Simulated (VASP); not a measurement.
# SiC (Moissanite) (P6_3mc) in VASP: notebook

Runs on SiC (Moissanite). Level: PBE. Tasks: dielectric tensor.

All numbers are computed with VASP 6.6.1; they aren't measurements. Logs are shortened: lines on timing, memory, paths and dates and some standing lists are left out, and cuts for length are marked.

## 1. Starting point

Symmetry: P6_3mc, No. 186, hexagonal system. Conventional cell: a = 3.076 Å, b = 3.076 Å, c = 5.048 Å, α = 90.00°, β = 90.00°, γ = 120.00°. Si (site symmetry 3m) is surrounded by 4 C at 1.87 to 1.94 Å. Around C (site symmetry 3m) lie 4 Si at 1.87 to 1.94 Å.

## 2. Dielectric tensor, PBE

The input, INCAR:

```
SYSTEM = SiC
PREC = Accurate
ENCUT = 280
EDIFF = 1E-8
ISMEAR = 0
SIGMA = 0.01
LREAL = .False.
LASPH = .True.
NELM = 100
ALGO = Normal
ISIF = 2
LWAVE = .False.
LCHARG = .False.
GGA = PE
LEPSILON = .True.
```

The input, KPOINTS:

```
Automatic mesh
0
Gamma
  5 5 3
  0 0 0
```

The input, POSCAR:

```
SiC
1.0
    3.0760000000      0.0000000000      0.0000000000
   -1.5380000000      2.6638941420      0.0000000000
    0.0000000000      0.0000000000      5.0480000000
Si C
2 2
Direct
    0.6666666667      0.3333333333      0.5000000000
    0.3333333333      0.6666666667      0.0000000000
    0.6666666667      0.3333333333      0.8850000000
    0.3333333333      0.6666666667      0.3850000000
```

Potentials or basis: VASP PAW PBE potentials, release 64 (Si, C).

On the command line:

```bash
> cat potpaw_PBE.64/Si/POTCAR potpaw_PBE.64/C/POTCAR > POTCAR
> mpirun -np 1 vasp_std > vasp.out
```

OUTCAR:

```text
SYSTEM = SiC
   PREC = Accurate
   ENCUT = 280
   EDIFF = 1E-8
   ISMEAR = 0
   LREAL = .False.
   LASPH = .True.
   NELM = 100
   ISIF = 2
   GGA = PE
   LEPSILON = .True.

 Found     10 irreducible k-points:

 Following reciprocal coordinates:
            Coordinates               Weight
  0.000000  0.000000  0.000000      1.000000
  0.200000 -0.000000  0.000000      6.000000
  0.400000 -0.000000  0.000000      6.000000
  0.200000  0.200000  0.000000      6.000000
  0.400000  0.200000  0.000000      6.000000
  0.000000  0.000000  0.333333      2.000000
   k-points           NKPTS =     10   k-points in BZ     NKDIM =     10   number of bands    NBANDS=     12
   number of dos      NEDOS =    301   number of ions     NIONS =      4
   total plane-waves  NPLWV =   9072
   dimension x,y,z NGX =    18 NGY =   18 NGZ =   28
   dimension x,y,z NGXF=    36 NGYF=   36 NGZF=   56
   ions per type =               2   2
   NGX,Y,Z   is equivalent  to a cutoff of   9.73,  9.73,  9.22 a.u.
   NGXF,Y,Z  is equivalent  to a cutoff of  19.46, 19.46, 18.44 a.u.
 SYSTEM =  SiC
   PREC   = accura    normal or accurate (medium, high low for compatibility)
   ISTART =      0    job   : 0-new  1-cont  2-samecut
   ICHARG =      2    charge: 1-file 2-atom 10-const
   ISPIN  =      1    spin polarized calculation?
   LNONCOLLINEAR =      F non collinear calculations
   LSORBIT =      F    spin-orbit coupling
   LASPH  =      T    aspherical Exc in radial PAW
   ENCUT  =  280.0 eV  20.58 Ry    4.54 a.u.   4.20  4.20  6.89*2*pi/ulx,y,z
   NELM   =    100;   NELMIN=  2; NELMDL= -5     # of ELM steps
   EDIFF  = 0.1E-07   stopping-criterion for ELM
   LREAL  =      F    real-space projection
   EDIFFG = 0.1E-06   stopping-criterion for IOM
   NSW    =      0    number of steps for IOM
   IBRION =     -1    ionic relax: 0-MD 1-quasi-New 2-CG
   NFREE  =      0    steps in history (QN), initial steepest desc. (CG)
   ISIF   =      2    stress and relaxation
   ISYM   =      2    0-nonsym 1-usesym 2-fastsym
   POTIM  = 0.5000    time-step for ionic-motion
   TEBEG  =    0.0;   TEEND  =   0.0 temperature during run
   PSTRESS=    0.0 pullay stress
   NELECT =      16.0000    total number of electrons
   NUPDOWN=      -1.0000    fix difference up-down
   EMIN   =  10.00;   EMAX   =-10.00  energy-range for DOS
   EFERMI =   0.00;   METHOD = LEGACY
   ISMEAR =     0;   SIGMA  =   0.01  broadening in eV -4-tet -1-fermi 0-gaus
   EFERMI_NEDOS =   21; number of points for ismear=-14 and -15
   IALGO  =     38    algorithm
   IMIX   =      4    mixing-type and parameters
     AMIX     =   0.40;   BMIX     =  1.00
[... 145 lines left out ...]
 -----------------------------------------------------------------------------------
    total drift:                               -0.000000     -0.000000     -0.000209

  FREE ENERGIE OF THE ION-ELECTRON SYSTEM (eV)
  ---------------------------------------------------
  free  energy   TOTEN  =       -29.9863788211 eV

  energy  without entropy=      -29.9863788211  energy(sigma->0) =      -29.98637882

 HEAD OF MICROSCOPIC STATIC DIELECTRIC TENSOR (INDEPENDENT PARTICLE, excluding Hartree and local field effects)
 ------------------------------------------------------
           7.973308     0.000000     0.000000
           0.000000     7.973308    -0.000000
           0.000000     0.000000     8.190633
 ------------------------------------------------------

 Free energy of the ion-electron system (eV)
  ---------------------------------------------------
  ---------------------------------------------------
  free energy    TOTEN  =        -0.82531462 eV

  energy without entropy =       -0.82531462

------------------------ aborting loop because EDIFF is reached ----------------------------------------

--------------------------------------- Ionic step        2  -------------------------------------------

------------------------ aborting loop because EDIFF is reached ----------------------------------------

--------------------------------------- Ionic step        3  -------------------------------------------

 Free energy of the ion-electron system (eV)
  ---------------------------------------------------
  ---------------------------------------------------
  free energy    TOTEN  =        -0.85444122 eV

  energy without entropy =       -0.85444122

------------------------ aborting loop because EDIFF is reached ----------------------------------------

 PIEZOELECTRIC TENSOR FIELD DIRECTION 3  (e Angst)
 -----------------------------------------------------------------------------
     1.24965  0.00000  0.00000           (  0.05804  0.00000  0.00000)
     0.00000  1.24965  0.00000           (  0.00000  0.05804  0.00000)
     0.00000  0.00000 -1.88601           (  0.00000  0.00000 -0.12331)

 PIEZOELECTRIC TENSOR FIELD DIRECTION 3  (C/m^2)
 -----------------------------------------------------------------------------
     0.48403  0.00000  0.00000
     0.00000  0.48403  0.00000
     0.00000  0.00000 -0.73052

 MACROSCOPIC STATIC DIELECTRIC TENSOR (including local field effects in DFT)
 ------------------------------------------------------
           7.724776     0.000000     0.000000
           0.000000     7.724776     0.000000
           0.000000     0.000000     7.968830
 ------------------------------------------------------

 PIEZOELECTRIC TENSOR (including local field effects)  for field in x, y, z        (e  Angst)
          XX          YY          ZZ          XY          YZ          ZX
  --------------------------------------------------------------------------------
  x    -0.00000     0.00000     0.00000     0.00000     0.00000     1.43401
  y     0.00000     0.00000     0.00000     0.00000     1.43401     0.00000
  z     1.24965     1.24965    -1.88601     0.00000     0.00000     0.00000

 PIEZOELECTRIC TENSOR (including local field effects)  for field in x, y, z        (C/m^2)
          XX          YY          ZZ          XY          YZ          ZX
  --------------------------------------------------------------------------------
  x    -0.00000     0.00000     0.00000     0.00000     0.00000     0.55544
  y     0.00000     0.00000     0.00000     0.00000     0.55544     0.00000
  z     0.48403     0.48403    -0.73052     0.00000     0.00000     0.00000

 BORN EFFECTIVE CHARGES (including local field effects) (in |e|, cummulative output)
 ---------------------------------------------------------------------------------
 ion    1
    1     2.69889     0.00000     0.00000
    2     0.00000     2.69889     0.00000
    3    -0.00000    -0.00000     2.91421
 ion    2
    1     2.69889     0.00000     0.00000
    2     0.00000     2.69889     0.00000
    3     0.00000     0.00000     2.91421
 ion    3
    1    -2.69889    -0.00000     0.00000
    2    -0.00000    -2.69889     0.00000
    3     0.00000    -0.00000    -2.91421
 ion    4
    1    -2.69889     0.00000     0.00000
    2     0.00000    -2.69889     0.00000
    3     0.00000     0.00000    -2.91421
```

OSZICAR:

```text
[... 13 lines left out ...]
RMM:   4    -0.846973294948E+00   -0.35057E-01   -0.18036E-02   397   0.873E-01    0.123E-01
RMM:   5    -0.853609162893E+00   -0.66359E-02   -0.57635E-04   403   0.181E-01    0.167E-02
RMM:   6    -0.854175665735E+00   -0.56650E-03   -0.14009E-05   425   0.252E-02    0.789E-03
RMM:   7    -0.854332791183E+00   -0.15713E-03   -0.11222E-06   421   0.812E-03    0.256E-03
RMM:   8    -0.854442087159E+00   -0.10930E-03   -0.37756E-07   418   0.470E-03    0.386E-04
RMM:   9    -0.854438223140E+00    0.38640E-05   -0.24044E-08   426   0.666E-04    0.265E-04
RMM:  10    -0.854441790212E+00   -0.35671E-05   -0.21515E-08   411   0.484E-04    0.628E-05
RMM:  11    -0.854440985131E+00    0.80508E-06    0.22258E-07   346   0.130E-04    0.179E-05
RMM:  12    -0.854441218247E+00   -0.23312E-06   -0.83236E-09   187   0.598E-05    0.641E-06
```

Run time: 35 s. Hardware: 1 thread of Intel Xeon Platinum 8259CL at 2.50GHz (Skylake/Cascade Lake), shared host; peak memory 0.13 GiB.

The run converged, but a check on its numbers failed (symmetry, net force, bounds or a known fault of this set-up), so they aren't taken as properties of the crystal.

Caveat: the k mesh is coarse (spacing up to 0.47 Å⁻¹), so the values aren't converged; the cutoff lies under the usual one of these potentials, so the numbers hold a large basis-set error.

[end of part 1 of 2]
